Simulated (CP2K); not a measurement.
# CuO (P4/mmm) in CP2K: further runs

One crystal, CuO, is run at these levels: PBE; tasks: band structure.

Program: CP2K 2026.2. These are calculated values, not measurements. Logs are shortened: lines on timing, memory, paths and dates and some standing lists are left out, and cuts for length are marked.

### Step 1. Starting point

Symmetry: P4/mmm, No. 123, tetragonal system. The conventional cell has a = 4.161 Å, b = 4.161 Å, c = 3.888 Å, α = 90.00°, β = 90.00°, γ = 90.00°. Cu (site symmetry mmm) is surrounded by 4 O at 1.94 to 2.08 Å. Cu (site symmetry 4/mmm) is surrounded by 6 O at 1.94 to 2.08 Å. O (site symmetry 4/mmm) is surrounded by 6 Cu at 1.94 to 2.08 Å. O (site symmetry mmm) is surrounded by 4 Cu at 1.94 to 2.08 Å.

Measurements of this composition are mostly on another form, of space group No. 15.

### Step 2. Band structure, PBE

Input file cuo_bands.inp:

```
&GLOBAL
  PROJECT cuo_bands
  RUN_TYPE ENERGY_FORCE
  PRINT_LEVEL LOW
&END GLOBAL
&FORCE_EVAL
  METHOD QS
  STRESS_TENSOR ANALYTICAL
  &DFT
    BASIS_SET_FILE_NAME BASIS_MOLOPT
    POTENTIAL_FILE_NAME GTH_POTENTIALS
    &MGRID
      CUTOFF 600
      REL_CUTOFF 60
      NGRIDS 5
    &END MGRID
    &QS
      METHOD GPW
      EPS_DEFAULT 1.0E-10
    &END QS
    &KPOINTS
      SCHEME MONKHORST-PACK 7 7 7
      GAMMA_CENTERED T
      SYMMETRY T
      SYMMETRY_BACKEND SPGLIB
    &END KPOINTS
    &SCF
      SCF_GUESS ATOMIC
      EPS_SCF 1.0E-6
      MAX_SCF 100
      ADDED_MOS 27
      CHOLESKY OFF
      EPS_EIGVAL 1.0E-7
      &DIAGONALIZATION ON
        ALGORITHM STANDARD
      &END DIAGONALIZATION
      &MIXING ON
        METHOD BROYDEN_MIXING
        ALPHA 0.4
        BETA 1.5
        NBUFFER 8
      &END MIXING
      &SMEAR ON
        METHOD FERMI_DIRAC
        ELECTRONIC_TEMPERATURE [K] 580.226
      &END SMEAR
    &END SCF
    &XC
      &XC_FUNCTIONAL
        &GGA_X_PBE
        &END GGA_X_PBE
        &GGA_C_PBE
        &END GGA_C_PBE
      &END XC_FUNCTIONAL
    &END XC
    &PRINT
      &KPOINTS ON
      &END KPOINTS
      &MULLIKEN ON
      &END MULLIKEN
      &MO ON
        ENERGIES T
        OCCUPATION_NUMBERS T
        &EACH
          QS_SCF 0
        &END EACH
        ADD_LAST NUMERIC
      &END MO
      &LOWDIN ON
      &END LOWDIN
      &HIRSHFELD ON
        SHAPE_FUNCTION DENSITY
      &END HIRSHFELD
      &BAND_STRUCTURE
        FILE_NAME bands.bs
        ADDED_MOS 4
        &KPOINT_SET
          UNITS B_VECTOR
          NPOINTS 8
          SPECIAL_POINT GAMMA 0.00000000 0.00000000 0.00000000
          SPECIAL_POINT X 0.00000000 0.50000000 0.00000000
          SPECIAL_POINT M 0.50000000 0.50000000 0.00000000
          SPECIAL_POINT GAMMA 0.00000000 0.00000000 0.00000000
          SPECIAL_POINT Z 0.00000000 0.00000000 0.50000000
          SPECIAL_POINT R 0.00000000 0.50000000 0.50000000
          SPECIAL_POINT A 0.50000000 0.50000000 0.50000000
          SPECIAL_POINT Z 0.00000000 0.00000000 0.50000000
        &END KPOINT_SET
        &KPOINT_SET
          UNITS B_VECTOR
          NPOINTS 8
          SPECIAL_POINT X 0.00000000 0.50000000 0.00000000
          SPECIAL_POINT R 0.00000000 0.50000000 0.50000000
        &END KPOINT_SET
        &KPOINT_SET
          UNITS B_VECTOR
          NPOINTS 8
          SPECIAL_POINT M 0.50000000 0.50000000 0.00000000
          SPECIAL_POINT A 0.50000000 0.50000000 0.50000000
        &END KPOINT_SET
      &END BAND_STRUCTURE
    &END PRINT
  &END DFT
  &SUBSYS
    &CELL
      ABC 4.1609370000 4.1609370000 3.8876430000
      ALPHA_BETA_GAMMA 90.0000000000 90.0000000000 90.0000000000
      PERIODIC XYZ
    &END CELL
    &COORD
      Cu  2.0804685000 0.0000000000 1.9438215000
      Cu  0.0000000000 2.0804685000 1.9438215000
      Cu  0.0000000000 0.0000000000 0.0000000000
      O   0.0000000000 0.0000000000 1.9438215000
      O   2.0804685000 0.0000000000 0.0000000000
      O   0.0000000000 2.0804685000 0.0000000000
    &END COORD
    &KIND Cu
      BASIS_SET DZVP-MOLOPT-SR-GTH-q11
      POTENTIAL GTH-PBE-q11
    &END KIND
    &KIND O
      BASIS_SET DZVP-MOLOPT-SR-GTH-q6
      POTENTIAL GTH-PBE-q6
    &END KIND
    &PRINT
      &ATOMIC_COORDINATES ON
      &END ATOMIC_COORDINATES
      &CELL ON
      &END CELL
      &SYMMETRY ON
      &END SYMMETRY
    &END PRINT
  &END SUBSYS
  &PRINT
    &FORCES ON
    &END FORCES
    &STRESS_TENSOR ON
    &END STRESS_TENSOR
  &END PRINT
&END FORCE_EVAL
```

Potentials or basis: GTH_POTENTIALS Cu GTH-PBE-q11, O GTH-PBE-q6; DZVP-MOLOPT-SR-GTH basis.

Launch:

```sh
OMP_NUM_THREADS=1 mpirun -n 2 cp2k.psmp -i cuo_bands.inp -o cuo_bands.out
```

cuo_bands.out:

```text

 CP2K| version string:                                       CP2K version 2026.2
 CP2K| Input file name                                             cuo_bands.inp

 GLOBAL| Force Environment number                                              1
 GLOBAL| Basis set file name                                        BASIS_MOLOPT
 GLOBAL| Potential file name                                      GTH_POTENTIALS
 GLOBAL| MM Potential file name                                     MM_POTENTIAL
 GLOBAL| Coordinate file name                                      __STD_INPUT__
 GLOBAL| Method name                                                        CP2K
 GLOBAL| Project name                                                  cuo_bands
 GLOBAL| Run type                                                   ENERGY_FORCE
 GLOBAL| FFT library                                                       FFTW3
 GLOBAL| Diagonalization library                                       ScaLAPACK
 GLOBAL| Cholesky decomposition library                                ScaLAPACK
 GLOBAL| DGEMM library                                                      BLAS
 GLOBAL| Direct generalized diagonalization requested                          F
 GLOBAL| Matrix multiplication library                                 ScaLAPACK
 GLOBAL| Global print level                                                  LOW
 GLOBAL| Total number of message passing processes                             2
 GLOBAL| Number of threads for this process                                    1
 GLOBAL| CPU model name                                                  UNKNOWN

 CELL| Volume [angstrom^3]:                                            67.308306
 CELL| Vector a [angstrom]:       4.161     0.000     0.000   |a| =     4.160937
 CELL| Vector b [angstrom]:       0.000     4.161     0.000   |b| =     4.160937
 CELL| Vector c [angstrom]:       0.000     0.000     3.888   |c| =     3.887643
 CELL| Angle (b,c), alpha [degree]:                                    90.000000
 CELL| Angle (a,c), beta  [degree]:                                    90.000000
 CELL| Angle (a,b), gamma [degree]:                                    90.000000
 CELL| Numerically orthorhombic:                                             YES
 CELL| Periodicity                                                           XYZ

 CELL_REF| Volume [angstrom^3]:                                        67.308306
 CELL_REF| Vector a [angstrom     4.161     0.000     0.000   |a| =     4.160937
 CELL_REF| Vector b [angstrom     0.000     4.161     0.000   |b| =     4.160937
 CELL_REF| Vector c [angstrom     0.000     0.000     3.888   |c| =     3.887643
 CELL_REF| Angle (b,c), alpha [degree]:                                90.000000
 CELL_REF| Angle (a,c), beta  [degree]:                                90.000000
 CELL_REF| Angle (a,b), gamma [degree]:                                90.000000
 CELL_REF| Numerically orthorhombic:                                         YES
 CELL_REF| Periodicity                                                       XYZ

[... 9 lines left out ...]

  Total number of            - Atomic kinds:                                   2
                             - Atoms:                                          6
                             - Shell sets:                                     6
                             - Shells:                                        36
                             - Primitive Cartesian functions:                 33
                             - Cartesian basis functions:                    132
                             - Spherical basis functions:                    114

  Maximum angular momentum of- Orbital basis functions:                        3
                             - Local part of the GTH pseudopotential:          2
                             - Non-local part of the GTH pseudopotential:      4

 MODULE QUICKSTEP: ATOMIC COORDINATES IN ANGSTROM

   Atom Kind Element         X             Y             Z       Z(eff)     Mass
      1    1 Cu   29      2.080468      0.000000      1.943822  11.0000  63.5460
      2    1 Cu   29      0.000000      2.080468      1.943822  11.0000  63.5460
      3    1 Cu   29      0.000000      0.000000      0.000000  11.0000  63.5460
      4    2 O     8      0.000000      0.000000      1.943822   6.0000  15.9994
      5    2 O     8      2.080468      0.000000      0.000000   6.0000  15.9994
      6    2 O     8      0.000000      2.080468      0.000000   6.0000  15.9994

 Crystal Symmetry Information
       International Symbol:                                              P4/mmm
       Point Group Symbol:                                                 4/mmm
[... 119 lines left out ...]
  Core density on regular grids:               50.9999999957       -0.0000000043
  Total charge density on r-space grids:       -0.0000000027
  Total charge density g-space grids:          -0.0000000027

  Overlap energy of the core charge distribution:               0.00000003587824
  Self energy of the core charge distribution:               -317.78694088589810
  Core Hamiltonian energy:                                    100.86216284498316
  Hartree energy:                                              58.33205070134067
  Exchange-correlation energy:                                -33.73895281972338
  Electronic entropic energy:                                  -0.00101160792200
  Fermi energy:                                                 0.14944761817708

  Total energy:                                              -192.33269173023959
  Total energy (extrapolated to T->0):                       -192.33218592627858

 MO| EIGENVALUES AND OCCUPATION NUMBERS FOR K POINT 1
 MO|
 MO|  Index      Eigenvalue [a.u.]        Eigenvalue [eV]             Occupation
 MO|      1              -0.557114             -15.159847               2.000000
 MO|      2              -0.490334             -13.342674               2.000000
 MO|      3              -0.488957             -13.305185               2.000000
 MO|      4              -0.138537              -3.769773               2.000000
 MO|      5              -0.117854              -3.206979               2.000000
 MO|      6              -0.117549              -3.198679               2.000000
[... 812 lines left out ...]
 MO|     52               1.495595              40.697200               0.000000
 MO|     53               1.500643              40.834568               0.000000
 MO| Sum:                                                              49.999966
 MO| E(Fermi):            0.149448 a.u.          4.066677 eV

 [... the levels of further k-points ...]

 !-----------------------------------------------------------------------------!
                     Mulliken Population Analysis

 #  Atom  Element  Kind  Atomic population                           Net charge
       1     Cu       1         10.605767                              0.394233
       2     Cu       1         10.605767                              0.394233
       3     Cu       1         10.561475                              0.438525
       4     O        2          6.443756                             -0.443756
       5     O        2          6.391618                             -0.391618
       6     O        2          6.391618                             -0.391618
 # Total charge                             51.000000                  0.000000

 !-----------------------------------------------------------------------------!

 !-----------------------------------------------------------------------------!
                           Hirshfeld Charges

  #Atom  Element  Kind  Ref Charge     Population                    Net charge
      1       Cu     1      11.000         10.688                         0.312
      2       Cu     1      11.000         10.688                         0.312
      3       Cu     1      11.000         10.649                         0.351
      4       O      2       6.000          6.278                        -0.278
      5       O      2       6.000          6.348                        -0.348
      6       O      2       6.000          6.348                        -0.348

  Total Charge                                                            0.000
 !-----------------------------------------------------------------------------!

 LOWDIN POPULATION ANALYSIS

 #  Atom  Element  Kind  Atomic population                           Net charge
       1     Cu       1         10.838033                              0.161967
       2     Cu       1         11.266740                             -0.266740
       3     Cu       1         11.134978                             -0.134978
       4     O        2          5.907242                              0.092758
       5     O        2          5.847543                              0.152457
       6     O        2          6.005464                             -0.005464
 # Total charge                             51.000000                  0.000000

 KPOINTS| Band Structure Calculation
 KPOINTS| Number of k-point sets                                               3
 KPOINTS| Number of added MOs/bands                                            4
 KPOINTS| Number of k-points in set    1                                      57
 KPOINTS| In units of b-vector [2pi/Bohr]
 KPOINTS| Special point     1       GAMMA     0.000000     0.000000     0.000000
 KPOINTS| Special point     2           X     0.000000     0.500000     0.000000
 KPOINTS| Special point     3           M     0.500000     0.500000     0.000000
 KPOINTS| Special point     4       GAMMA     0.000000     0.000000     0.000000
 KPOINTS| Special point     5           Z     0.000000     0.000000     0.500000
 KPOINTS| Special point     6           R     0.000000     0.500000     0.500000
 KPOINTS| Special point     7           A     0.500000     0.500000     0.500000
 KPOINTS| Special point     8           Z     0.000000     0.000000     0.500000
 KPOINTS| Number of k-points in set    2                                       9
 KPOINTS| In units of b-vector [2pi/Bohr]
 KPOINTS| Special point     1           X     0.000000     0.500000     0.000000
 KPOINTS| Special point     2           R     0.000000     0.500000     0.500000
 KPOINTS| Number of k-points in set    3                                       9
 KPOINTS| In units of b-vector [2pi/Bohr]
 KPOINTS| Special point     1           M     0.500000     0.500000     0.000000
 KPOINTS| Special point     2           A     0.500000     0.500000     0.500000

 ENERGY| Total FORCE_EVAL ( QS ) energy [hartree]           -192.332687575541769

 FORCES| Atomic forces [hartree/bohr]
 FORCES|   Atom     x               y               z               |f|
 FORCES|      1 -1.63659922E-09  1.25563145E-09  1.72477221E-09   2.68884855E-09
 FORCES|      2  1.25443719E-09 -1.63681187E-09  1.72538308E-09   2.68881248E-09
 FORCES|      3  1.53339519E-09  1.53386477E-09  1.84247800E-09   2.84583329E-09
 FORCES|      4  4.63193551E-10  4.61751099E-10  4.10140766E-10   7.71995979E-10
 FORCES|      5 -4.05144748E-10  3.25307839E-10  3.54938346E-10   6.29244536E-10
 FORCES|      6  3.26234125E-10 -4.04786558E-10  3.54364812E-10   6.29170312E-10
 FORCES| Sum     1.53551609E-09  1.53495674E-09  6.41207721E-09
 FORCES| Total atomic force                                       6.76968507E-09

 STRESS| Analytical stress tensor [bar]
 STRESS|                        x                   y                   z
 STRESS|      x        3.89172905685E+04  -4.71076598704E-04   4.39480938804E-04
 STRESS|      y       -4.71076598704E-04   3.89172321365E+04   4.39260118183E-04
 STRESS|      z        4.39480938804E-04   4.39260118183E-04   5.99201459080E+04
 STRESS| 1/3 Trace                                             4.59182228710E+04
 STRESS| Determinant                                           9.07522505975E+13

 STRESS| Eigenvectors and eigenvalues of the analytical stress tensor [bar]
 STRESS|                        1                   2                   3
 STRESS| Eigenvalues   3.89172321327E+04   3.89172905723E+04   5.99201459080E+04
 STRESS|      x           0.008061176918      0.999967508185      0.000000020925
 STRESS|      y           0.999967508185     -0.008061176918      0.000000020914
 STRESS|      z          -0.000000021082     -0.000000020756      1.000000000000
```

Run time: 69 s. Hardware: 2 MPI ranks of Arm Neoverse V2, shared host.

What came out:

```yaml
Free_energy: -5233.6386 eV
Pressure: 4.6 GPa
Band_gap_on_the_k_mesh: none (metal or under the smearing width)
Mulliken_charges: Cu +0.39, +0.44; O -0.44, -0.39 e
Hirshfeld_charges: Cu +0.31, +0.35; O -0.28, -0.35 e
```

Levels at the corners of the path, in eV from the Fermi level:
```tsv
point	band 23	band 24	band 25	band 26	band 27	band 28	band 29	band 30
Γ	-1.59	-1.46	-1.43	-1.40	-1.40	1.31	6.41	8.13
X	-1.60	-1.55	-1.06	-0.74	-0.65	3.95	4.08	8.84
M	-1.51	-0.71	-0.50	-0.50	0.98	3.76	6.41	6.41
Γ	-1.59	-1.46	-1.43	-1.40	-1.40	1.31	6.41	8.13
Z	-1.23	-0.77	-0.21	-0.21	0.09	5.18	6.90	7.93
R	-0.78	-0.48	-0.12	1.18	1.25	4.77	6.60	7.89
A	0.18	1.21	1.22	1.30	1.30	2.04	7.07	8.56
Z	-1.23	-0.77	-0.21	-0.21	0.09	5.18	6.90	7.93
X	-1.60	-1.55	-1.06	-0.74	-0.65	3.95	4.08	8.84
R	-0.78	-0.48	-0.12	1.18	1.25	4.77	6.60	7.89
M	-1.51	-0.71	-0.50	-0.50	0.98	3.76	6.41	6.41
A	0.18	1.21	1.22	1.30	1.30	2.04	7.07	8.56
```

Caveat: Mulliken charges move with the basis; the basis of atomic orbitals isn't converged, which shifts pressures, moduli and gaps; an odd number of electrons without spin polarisation forces a metal; a magnetic or distorted state may lie lower; the run has no spin polarisation, though such a crystal can be magnetic; semilocal functionals often make such compounds metallic where correlation or magnetic order opens a gap, which also shifts bond lengths.

### Step 3. Band structure, PBE

Edit cuo_bands.inp of step 2 so:

```diff
@@ -119,3 +119,3 @@
       BASIS_SET DZVP-MOLOPT-SR-GTH-q11
-      POTENTIAL GTH-PBE-q11
+      POTENTIAL GTH-PADE-q11
     &END KIND
@@ -123,3 +123,3 @@
       BASIS_SET DZVP-MOLOPT-SR-GTH-q6
-      POTENTIAL GTH-PBE-q6
+      POTENTIAL GTH-PADE-q6
     &END KIND
```

Potentials or basis: GTH_POTENTIALS Cu GTH-PADE-q11, O GTH-PADE-q6; DZVP-MOLOPT-SR-GTH basis.

Launch:

```sh
OMP_NUM_THREADS=1 mpirun -n 2 cp2k.psmp -i cuo_bands.inp -o cuo_bands.out
```

Wall time 74 s (2 MPI ranks of Arm Neoverse V2, shared host).

The run converged. Its results:

```
Free energy            : -5248.9332 eV
Pressure               : 2.7 GPa
Band gap on the k mesh : none (metal or under the smearing width)
Mulliken charges       : Cu +0.36, +0.39; O -0.40, -0.36 e
Hirshfeld charges      : Cu +0.32, +0.36; O -0.28, -0.35 e
```

Stress tensor (GPa, compression positive):
```
2.55 0.00 0.00
0.00 2.55 0.00
0.00 0.00 2.92
```

Levels at the corners of the path, in eV from the Fermi level:
| point | band 23 | band 24 | band 25 | band 26 | band 27 | band 28 | band 29 | band 30 |
| --- | --- | --- | --- | --- | --- | --- | --- | --- |
| Γ | -1.60 | -1.46 | -1.42 | -1.38 | -1.38 | 1.43 | 6.49 | 8.12 |
| X | -1.59 | -1.54 | -1.05 | -0.73 | -0.63 | 4.05 | 4.11 | 8.87 |
| M | -1.49 | -0.69 | -0.49 | -0.49 | 0.96 | 3.79 | 6.46 | 6.46 |
| Γ | -1.60 | -1.46 | -1.42 | -1.38 | -1.38 | 1.43 | 6.49 | 8.12 |
| Z | -1.21 | -0.76 | -0.21 | -0.21 | 0.09 | 5.20 | 6.99 | 7.96 |
| R | -0.76 | -0.48 | -0.12 | 1.16 | 1.24 | 4.80 | 6.65 | 7.94 |
| A | 0.17 | 1.19 | 1.20 | 1.29 | 1.29 | 2.10 | 7.19 | 8.69 |
| Z | -1.21 | -0.76 | -0.21 | -0.21 | 0.09 | 5.20 | 6.99 | 7.96 |
| X | -1.59 | -1.54 | -1.05 | -0.73 | -0.63 | 4.05 | 4.11 | 8.87 |
| R | -0.76 | -0.48 | -0.12 | 1.16 | 1.24 | 4.80 | 6.65 | 7.94 |
| M | -1.49 | -0.69 | -0.49 | -0.49 | 0.96 | 3.79 | 6.46 | 6.46 |
| A | 0.17 | 1.19 | 1.20 | 1.29 | 1.29 | 2.10 | 7.19 | 8.69 |

Caveat: Mulliken charges move with the basis; the potentials were made for another functional, which shifts forces and pressure; the basis of atomic orbitals isn't converged, which shifts pressures, moduli and gaps; an odd number of electrons without spin polarisation forces a metal; a magnetic or distorted state may lie lower; the run has no spin polarisation, though such a crystal can be magnetic; semilocal functionals often make such compounds metallic where correlation or magnetic order opens a gap, which also shifts bond lengths.
